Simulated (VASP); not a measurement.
## WS2 under changes of volume

One of the cells (23.354 Å³/atom); the others are scaled copies at fixed shape and fractional positions:

```
CELL_PARAMETERS angstrom
3.12915 0.00000 0.00000
-1.56458 2.70993 0.00000
0.00000 0.00000 33.04948
ATOMIC_POSITIONS crystal
W 0.33333 0.66667 0.59229
W 0.33333 0.66667 0.22426
W 0.66667 0.33333 0.77574
W 0.66667 0.33333 0.40771
S 0.33333 0.66667 0.82298
S 0.33333 0.66667 0.45502
S 0.66667 0.33333 0.63961
S 0.66667 0.33333 0.27157
S 0.33333 0.66667 0.72843
S 0.33333 0.66667 0.36039
S 0.66667 0.33333 0.54498
S 0.66667 0.33333 0.17702
```

| Property | Result |
| --- | --- |
| Program | VASP 6.6.1 |
| Functional | LDA |
| Potentials or basis | VASP PAW LDA potentials, release 64 (W_sv, S) |
| Cutoff | 520 eV |
| k mesh | 8 × 8 × 1 |
| Occupations | gaussian, width 0.02 eV |
| Spin | no spin polarisation |

```tsv
volume (Å³/atom)	energy over the lowest point (meV/atom)	gap on the mesh (eV)	largest force (eV/Å)
22.420	16.71	1.13	0.820
22.887	?	?	?
23.354	0.00	1.16	0.007
23.821	3.61	1.17	0.363
24.289	14.13	1.19	0.700
```

What does the run at 22.887 Å³/atom give?

Energy over the lowest point 4.07 meV/atom; gap on the mesh 1.15 eV; largest force 0.395 eV/Å.

Worked out: A Birch-Murnaghan fit of order 2 (a polynomial in V^(-2/3)) to the other rows has its minimum at 23.36 Å³/atom with B0 = V·E''(V) = 131 GPa at fixed shape and positions, which overstates the stiffness. It gives 4.12 meV/atom at 22.887 Å³/atom, against the run's 4.07. A straight line through the other rows of the gap, of slope 0.727 eV per unit of ln V, gives 1.14 eV, against the run's 1.15.

Energies are extrapolated to zero smearing.

Caveats: spin-orbit coupling is left out, which moves the levels of the heavy elements.

A mesh can miss the band edges.
